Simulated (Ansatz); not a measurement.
# CoO (P-6m2) in Ansatz: notebook, part 2 of 2

Ansatz 0.2.0. Earlier steps stand in the parts before.

## Step 3: Single point, PBE (another cell of the same crystal, with 4 atoms)

Input file input.yaml:

```yaml
crystal:
  lattice:
    - [-1.41423, 2.44951, 2.72172]
    - [2.82845, 0.0, 2.72172]
    - [1.41422, 2.44951, 0.0]
  atoms:
    - { symbol: Co, position: [0.25, 0.25, 0.75] }
    - { symbol: Co, position: [0.75, 0.75, 0.25] }
    - { symbol: O, position: [0.83333, 0.16667, 0.5] }
    - { symbol: O, position: [0.33333, 0.66667, 0.0] }
hamiltonian:
  xc: pbe
  pseudopotentials: { kind: paw }
kpoints:
  mp_grid: { grid: [8, 8, 8] }
scf:
  occupations: { method: fermi_dirac, width: 0.05 }
output:
  forces: true
  stress: true
  eigenvalues: true
```

Potentials or basis: Ansatz PAW.

Run with:

```bash
> ansatz run input.yaml --threads 2 --pin off --max-ram 5632MiB --backend cpu --events-out ev --progress --plain --runs-dir out
```

Standard output:

```text
Warning: RAYON_NUM_THREADS=2 ignored (pool sized by the plan → 2); use --threads N
Engine: ansatz 0.2.0, aarch64-unknown-linux-gnu
Pseudopotentials: kind: paw
Pseudopotential: Co, paw, valence charge 17, recommended cutoff 420 eV (normal), Co.paw.azcp
Pseudopotential: O, paw, valence charge 6, recommended cutoff 420 eV (normal), O.paw.azcp
Functional definition: PBE
  parameter kappa = 0.804
  parameter beta = 0.06672455060314922
[... 49 lines left out ...]
  Σ components = -11382.807117   (vs F -11382.807117, Δ=0.00e0)
--- Forces (eV/Å), atoms counted from 1 ---
  atom   1  Co    -0.00585146     0.00337833    -0.00000000
  atom   2  Co    -0.00585146     0.00337833    -0.00000000
  atom   3  O      0.00584892    -0.00337687     0.00000000
  atom   4  O      0.00584892    -0.00337687     0.00000000
  max |Σ_I F_I| component: 5.08e-6 eV/Å
--- Stress (GPa, compression-positive) ---
      -11.687508      -0.003009       0.000000
       -0.003009     -11.690982       0.000000
        0.000000       0.000000     -13.182334
  P = ⅓ Tr σ = -12.1869 GPa (-121.869 kbar)
--- Band table (eV; the first three rows and the last of 95) ---
  k-point 0: bands = ["-80.7474", "-80.7348", "-44.1895", "-44.1292", "-44.0460", "-43.9974", "-43.9889", "-43.9877", "-6.4858", "-4.7860", "7.1075", "7.4877", "8.9985", "9.7421", "9.7426", "10.3368", "11.2878", "12.6786", "13.4896", "13.4902", "13.8436", "13.8495", "14.0148", "14.2508", "14.2513", "15.1622", "15.2089", "19.9559"]
  k-point 1: bands = ["-80.7464", "-80.7348", "-44.1865", "-44.1311", "-44.0434", "-44.0035", "-43.9947", "-43.9906", "-6.3363", "-4.7803", "7.1700", "7.4790", "8.9202", "9.2253", "9.7801", "9.8645", "11.5963", "12.6202", "13.3943", "13.5995", "13.6908", "13.9300", "14.0161", "14.1588", "14.2509", "15.2290", "16.0962", "20.1699"]
  k-point 2: bands = ["-80.7438", "-80.7350", "-44.1785", "-44.1364", "-44.0361", "-44.0179", "-44.0117", "-43.9955", "-5.9440", "-4.7817", "7.3453", "7.5609", "8.2417", "8.5789", "9.1745", "9.7644", "11.9266", "12.6238", "13.1881", "13.6031", "13.7686", "13.8087", "13.8482", "14.3424", "14.5051", "15.0590", "17.8873", "20.8013"]
  k-point 94: bands = ["-80.7412", "-80.7407", "-44.2002", "-44.1216", "-44.0546", "-44.0040", "-43.9829", "-43.9817", "-5.4557", "-5.3034", "5.4988", "6.1489", "9.4838", "9.9970", "10.2339", "10.2345", "11.5846", "12.6771", "12.6777", "13.3237", "13.6429", "13.7822", "13.9357", "14.1306", "14.1311", "14.8490", "20.0214", "21.2400"]
```

Wall time 5.8 s (2 threads of Arm Neoverse V2, shared host); peak memory 0.39 GiB.

What came out:

```yaml
Free_energy: -11382.8071 eV
Pressure: -12.2 GPa
Largest_force: 0.007 eV/Å
Band_gap_on_the_k_mesh: none (metal or under the smearing width)
```

Forces on the atoms (eV/Å):
```
Co  -0.006  0.003  0.000
Co  -0.006  0.003  0.000
O    0.006 -0.003  0.000
O    0.006 -0.003  0.000
```

Stress tensor (GPa, compression positive):
```
-11.69   0.00   0.00
  0.00 -11.69   0.00
  0.00   0.00 -13.18
```

Caveat: the pressure holds a Pulay correction of +0.7 GPa for the finite cutoff; the run has no spin polarisation, though such a crystal can be magnetic; semilocal functionals often make such compounds metallic where correlation or magnetic order opens a gap, which also shifts bond lengths.

## Step 4: Single point, PBE, collinear spin, ferromagnetic start (another cell of the same crystal, with 4 atoms)

input.yaml, as its differences from that of step 3:

```diff
@@ -6,4 +6,4 @@
   atoms:
-    - { symbol: Co, position: [0.25, 0.25, 0.75] }
-    - { symbol: Co, position: [0.75, 0.75, 0.25] }
+    - { symbol: Co, position: [0.25, 0.25, 0.75], spin: 2.0 }
+    - { symbol: Co, position: [0.75, 0.75, 0.25], spin: 2.0 }
     - { symbol: O, position: [0.83333, 0.16667, 0.5] }
@@ -13,2 +13,4 @@
   pseudopotentials: { kind: paw }
+magnetization:
+  spin_polarized: true
 kpoints:
@@ -21 +23,5 @@
   eigenvalues: true
+  write_density: true
+  write_potential: true
+  elf: true
+  volumetric_format: npy
```

Run with:

```bash
> ansatz run input.yaml --threads 2 --pin off --max-ram 5632MiB --backend cpu --events-out ev --progress --plain --runs-dir out
```

Run time: 25 s. Hardware: 2 threads of Arm Neoverse V2, shared host; peak memory 0.47 GiB.

It converged, with:

- Free energy: -11383.9937 eV
- Pressure: 0.1 GPa
- Band gap on the k mesh: none (metal or under the smearing width)
- Net moment: 6.00 μB per cell
- Absolute moment: 6.10 μB per cell
- Site moments: Co +2.50; O +0.42 μB

Stress tensor (GPa, compression positive):
```
0.09 0.08 0.00
0.08 0.17 0.00
0.00 0.00 0.00
```

Levels at points of the mesh, in eV from the Fermi level:
Spin up:
```
             k point  band 24  band 25  band 26  band 27  band 28  band 29
  (0.00, 0.00, 0.00)    -1.06    -1.05    -0.37     0.60     5.04    10.69
 (0.00, 0.00, -0.50)    -2.02    -0.99    -0.99     6.47     6.47     9.54
 (0.00, -0.50, 0.00)    -1.60    -1.08    -1.08     4.90     4.90    11.26
(0.00, -0.50, -0.50)    -2.06    -0.67    -0.37     5.04     5.47     8.58
(-0.50, -0.50, 0.00)    -1.30    -1.30    -0.67     5.47     6.75     6.80
```
Spin down:
| k point | band 17 | band 18 | band 19 | band 20 | band 21 | band 22 | band 23 | band 24 |
| --- | --- | --- | --- | --- | --- | --- | --- | --- |
| (0.00, 0.00, 0.00) | -2.70 | -1.18 | 0.23 | 0.26 | 0.29 | 0.29 | 0.64 | 0.79 |
| (0.00, 0.00, -0.50) | -1.35 | -1.35 | -0.10 | -0.10 | 0.15 | 0.15 | 0.74 | 0.74 |
| (0.00, -0.50, 0.00) | -1.60 | -1.60 | -0.36 | -0.36 | -0.09 | -0.09 | 0.75 | 0.75 |
| (0.00, -0.50, -0.50) | -2.30 | -1.17 | 0.11 | 0.13 | 0.23 | 0.25 | 0.35 | 0.64 |
| (-0.50, -0.50, 0.00) | -2.31 | -1.01 | -0.99 | -0.13 | 0.11 | 0.13 | 0.36 | 0.94 |

Caveat: the pressure holds a Pulay correction of +0.7 GPa for the finite cutoff; semilocal functionals often make such compounds metallic where correlation or magnetic order opens a gap, which also shifts bond lengths.

## Step 5: Summary

| spin | gap on the mesh (eV) | pressure (GPa) | moment (μB) | largest force (eV/Å) |
| --- | --- | --- | --- | --- |
| collinear, antiferromagnetic start | none | 1.2 | 0.00 | 0.28 |
| off | none | -12.2 | - | 0.01 |
| collinear, ferromagnetic start | none | 0.1 | 6.00 | - |

Alike in all rows: task single point; level PBE; potentials or basis Ansatz PAW; cell another cell of the same crystal, with 4 atoms; k mesh 8 × 8 × 8; cutoff (eV) 420; smearing fermi-dirac 0.05 eV.

Caveats: semilocal functionals often make such compounds metallic where correlation or magnetic order opens a gap, which also shifts bond lengths.

Absolute energies hang on the potentials; compare differences alone.
